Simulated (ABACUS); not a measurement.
# C (Fd-3m) in ABACUS: convergence with k mesh

Aim: find how far k mesh must go before the results for C settle, at RPBE. This setting moves, with any that are tied to it; all else stays.

All numbers are computed with ABACUS 3.10.1; they aren't measurements. Logs are shortened: lines on timing, memory, paths and dates and some standing lists are left out, and cuts for length are marked.

**1. Starting point**

It takes space group Fd-3m (No. 227, cubic). The conventional cell has a = 3.567 Å, b = 3.567 Å, c = 3.567 Å, α = 90.00°, β = 90.00°, γ = 90.00°. C (site symmetry -43m) is surrounded by 4 C at 1.54 Å.

This isn't the form of C at room conditions, which is graphite.

**2. With k mesh 2 × 2 × 2**

The input, INPUT:

```
INPUT_PARAMETERS
suffix              C
calculation         scf
basis_type          pw
pseudo_dir          ./
symmetry            1
dft_functional      GGA_X_RPBE+GGA_C_PBE
ecutwfc             40
pseudo_rcut         10
nspin               1
nbands              8
ks_solver           dav
smearing_method     mp
smearing_sigma      0.00734986
scf_thr             1e-08
scf_nmax            100
mixing_type         broyden
mixing_beta         0.7
cal_force           1
cal_stress          1
ecutrho             320
```

The input, STRU:

```
ATOMIC_SPECIES
C 12.0110 c_pbe_v1.2.uspp.F.UPF

LATTICE_CONSTANT
1.8897261246

LATTICE_VECTORS
0.0000000000 1.7833700000 1.7833700000
1.7833700000 0.0000000000 1.7833700000
1.7833700000 1.7833700000 0.0000000000

ATOMIC_POSITIONS
Direct

C
0.0
2
0.7500000000 0.7500000000 0.7500000000 1 1 1
0.5000000000 0.5000000000 0.5000000000 1 1 1
```

The input, KPT:

```
K_POINTS
0
Gamma
2 2 2 0 0 0
```

Potentials or basis: GBRV ultrasoft 1.5 PBE, plane waves.

Launch:

```
$ OMP_NUM_THREADS=1 mpirun -np 4 abacus > log
```

running log:

```text
ABACUS v3.10.1

               Atomic-orbital Based Ab-initio Computation at UStc

 ------------------------------------------------------------------------------------

 READING GENERAL INFORMATION
                           global_out_dir = OUT.C/
                           global_in_card = INPUT
                               pseudo_dir = ./
                              orbital_dir =
                                    DSIZE = 4
                                    GSIZE = 1

 READING UNITCELL INFORMATION
                                    ntype = 1
                  lattice constant (Bohr) = 1.88973
              lattice constant (Angstrom) = 1

 READING ATOM TYPE 1
                               atom label = C
                      L=0, number of zeta = 1
                      L=1, number of zeta = 1
                      L=2, number of zeta = 1
             number of atom for this type = 2

                        TOTAL ATOM NUMBER = 2
DIRECT COORDINATES
    atom                   x                   y                   z     mag                  vx                  vy                  vz
taud_C1            0.7500000000        0.7500000000        0.7500000000  0.0000        0.0000000000        0.0000000000        0.0000000000
taud_C2            0.5000000000        0.5000000000        0.5000000000  0.0000        0.0000000000        0.0000000000        0.0000000000

                          Volume (Bohr^3) = 76.551
[... 208 lines left out ...]
 E_KohnSham     -22.7283769185       -309.2354323834
 E_Harris       -22.1484425081       -301.3450199353
 E_Fermi        1.0694365166         14.5504302750
----------------------------------------------------------
[... 51 lines left out ...]
 Density error is 6.76467816782e-10
                          Error Threshold = 7.46636636058e-10
----------------------------------------------------------
     Energy           Rydberg                 eV
----------------------------------------------------------
 E_KohnSham     -22.7366811626       -309.3484174201
 E_KS(sigma->0) -22.7366811626       -309.3484174201
 E_Harris       -22.7367043581       -309.3487330121
 E_band         3.0002930497         40.8210811454
 E_one_elec     8.1596360529         111.0175439254
 E_Hartree      2.1410436054         29.1303926995
 E_xc           -7.4626723175        -101.5348658247
 E_Ewald        -25.5746885033       -347.9614882202
 E_entropy(-TS) 0.0000000000         0.0000000000
 E_descf        0.0000000000         0.0000000000
 E_exx          0.0000000000         0.0000000000
 E_Fermi        1.1929609842         16.2310668767
----------------------------------------------------------

 charge density convergence is achieved
 final etot is -309.34841742 eV
 EFERMI = 16.231066877 eV

 STATE ENERGY(eV) AND OCCUPATIONS    NSPIN == 1
 1/3 kpoint (Cartesian) = 0.0000 0.0000 0.0000 (84 pws)
       1       -7.82251       0.250000
       2        13.7348       0.250000
       3        13.7348       0.250000
       4        13.7348       0.250000
       5        19.2488   -2.94524e-87
       6        19.2488   -2.94524e-87
       7        19.2488   -2.94524e-87
       8        27.1298   -1.06368e-86
[... 11 lines left out ...]
 3/3 kpoint (Cartesian) = 0.0000 0.0000 0.28037 (89 pws)
       1       0.907103       0.750000
       2       0.907103       0.750000
       3        7.37262       0.750000
       4        7.37262       0.750000
       5        18.4418   -6.47288e-87
       6        18.4418   -6.47288e-87
       7        30.5832   -4.20220e-86
       8        30.5832   -4.20220e-86

------------------------------------------------------------------------------------------
 TOTAL-FORCE (eV/Angstrom)
------------------------------------------------------------------------------------------
                        C1         0.0000000000         0.0000000000         0.0000000000
                        C2         0.0000000000         0.0000000000         0.0000000000
------------------------------------------------------------------------------------------

----------------------------------------------------------------
 TOTAL-STRESS (KBAR)
----------------------------------------------------------------
       344.9803287295         0.0000000000        -0.0000000000
         0.0000000000       344.9803287295        -0.0000000000
         0.0000000000        -0.0000000000       344.9803287295
----------------------------------------------------------------
 TOTAL-PRESSURE: 344.980329 KBAR

 --------------------------------------------
 !FINAL_ETOT_IS -309.3484174200846724 eV
 --------------------------------------------
```

It took 0.4 s on 4 MPI ranks of Intel Xeon 6975P-C (Granite Rapids), shared host; peak memory 0.2 GiB.

Results:

```
Free energy            : -309.3484 eV
Pressure               : 34.5 GPa
Band gap on the k mesh : 4.71 eV, indirect (least direct gap 5.51 eV)
```

**3. With k mesh 4 × 4 × 4**

Changes to INPUT since step 2:

```diff
@@ -21 +21,2 @@
 ecutrho             320
+kpar                4
```

STRU is that of step 2.

The input, KPT:

```
K_POINTS
0
Gamma
4 4 4 0 0 0
```

Potentials or basis: GBRV ultrasoft 1.5 PBE, plane waves.

Launch:

```
$ OMP_NUM_THREADS=1 mpirun -np 4 abacus > log
```

Run time: 0.57 s. Hardware: 4 MPI ranks of Intel Xeon 6975P-C (Granite Rapids), shared host; peak memory 0.2 GiB.

What came out:

| Property | Result |
| --- | --- |
| Free energy | -312.3763 eV |
| Pressure | 4.2 GPa |
| Band gap on the k mesh | 4.49 eV, indirect (least direct gap 5.60 eV) |

**4. With k mesh 6 × 6 × 6**

INPUT is that of step 3.

STRU is that of step 3.

The input, KPT:

```
K_POINTS
0
Gamma
6 6 6 0 0 0
```

Launch:

```
$ OMP_NUM_THREADS=1 mpirun -np 4 abacus > log
```

It took 0.6 s on 4 MPI ranks of Intel Xeon 6975P-C (Granite Rapids), shared host; peak memory 0.2 GiB.

Results:

| Quantity | Value |
| --- | --- |
| Free energy | -312.4972 eV |
| Pressure | 3.1 GPa |
| Band gap on the k mesh | 4.23 eV, indirect (least direct gap 5.60 eV) |

**5. With k mesh 7 × 7 × 7**

INPUT is that of step 4.

STRU is that of step 4.

The input, KPT:

```
K_POINTS
0
Gamma
7 7 7 0 0 0
```

Launch:

```
$ OMP_NUM_THREADS=1 mpirun -np 4 abacus > log
```

It took 0.61 s on 4 MPI ranks of Intel Xeon 6975P-C (Granite Rapids), shared host; peak memory 0.2 GiB.

Results:

- Free energy: -312.5036 eV
- Pressure: 3.0 GPa
- Band gap on the k mesh: 4.35 eV, indirect (least direct gap 5.60 eV)

**6. With k mesh 8 × 8 × 8**

INPUT is that of step 5.

STRU is that of step 5.

The input, KPT:

```
K_POINTS
0
Gamma
8 8 8 0 0 0
```

Potentials or basis: GBRV ultrasoft 1.5 PBE, plane waves.

Launch:

```
$ OMP_NUM_THREADS=1 mpirun -np 4 abacus > log
```

It took 0.65 s on 4 MPI ranks of Intel Xeon 6975P-C (Granite Rapids), shared host; peak memory 0.2 GiB.

Results (log left out):

* Free energy: -312.5055 eV
* Pressure: 3.0 GPa
* Band gap on the k mesh: 4.22 eV, indirect (least direct gap 5.60 eV)

**7. With k mesh 10 × 10 × 10**

INPUT is that of step 6.

STRU is that of step 6.

The input, KPT:

```
K_POINTS
0
Gamma
10 10 10 0 0 0
```

Launch:

```
$ OMP_NUM_THREADS=1 mpirun -np 4 abacus > log
```

Wall time 0.7 s (4 MPI ranks of Intel Xeon 6975P-C (Granite Rapids), shared host); peak memory 0.2 GiB.

Results (log left out):

```
Free energy            : -312.5062 eV
Pressure               : 3.0 GPa
Band gap on the k mesh : 4.26 eV, indirect (least direct gap 5.60 eV)
```

**8. With k mesh 12 × 12 × 12**

INPUT is that of step 7.

STRU is that of step 7.

The input, KPT:

```
K_POINTS
0
Gamma
12 12 12 0 0 0
```

Launch:

```
$ OMP_NUM_THREADS=1 mpirun -np 4 abacus > log
```

Wall time 0.79 s (4 MPI ranks of Intel Xeon 6975P-C (Granite Rapids), shared host); peak memory 0.2 GiB.

It converged, with:

```yaml
Free_energy: -312.5063 eV
Pressure: 3.0 GPa
Band_gap_on_the_k_mesh: 4.23 eV, indirect (least direct gap 5.60 eV)
```

**9. With k mesh 15 × 15 × 15**

INPUT is that of step 8.

STRU is that of step 8.

The input, KPT:

```
K_POINTS
0
Gamma
15 15 15 0 0 0
```

Potentials or basis: GBRV ultrasoft 1.5 PBE, plane waves.

Launch:

```
$ OMP_NUM_THREADS=1 mpirun -np 4 abacus > log
```

It took 0.95 s on 4 MPI ranks of Intel Xeon 6975P-C (Granite Rapids), shared host; peak memory 0.2 GiB.

The run converged. Its results:

* Free energy: -312.5063 eV
* Pressure: 3.0 GPa
* Band gap on the k mesh: 4.23 eV, indirect (least direct gap 5.60 eV)

**10. Result**

| k mesh | energy less the tightest run, at zero smearing (meV/atom) | pressure (GPa) | gap on the mesh (eV) | SCF cycles | CPU time (s) |
| --- | --- | --- | --- | --- | --- |
| 2 × 2 × 2 | 1578.94 | 34.50 | 4.707 | 6 | 1.3 |
| 4 × 4 × 4 | 65.02 | 4.16 | 4.495 | 6 | 2 |
| 6 × 6 × 6 | 4.53 | 3.09 | 4.232 | 6 | 2.1 |
| 7 × 7 × 7 | 1.33 | 3.04 | 4.354 | 6 | 2.1 |
| 8 × 8 × 8 | 0.39 | 3.03 | 4.220 | 6 | 2.3 |
| 10 × 10 × 10 | 0.07 | 3.02 | 4.262 | 6 | 2.5 |
| 12 × 12 × 12 | 0.00 | 3.02 | 4.233 | 6 | 2.9 |
| 15 × 15 × 15 | 0.00 | 3.02 | 4.233 | 6 | 3.5 |

Against the tightest run, the energy stays within 1 meV/atom from 8 × 8 × 8 on; the pressure stays within 0.1 GPa from 6 × 6 × 6 on; the gap on the mesh stays within 0.01 eV from 12 × 12 × 12 on. Meshes of other sizes hit other points, so gaps and Fermi surfaces needn't settle smoothly. The tightest run that finished is the yardstick and may itself not be fully converged.

Caveats: the potentials were made for another functional, which shifts forces and pressure; an odd mesh through Γ misses points on the zone boundary, where band edges often lie.
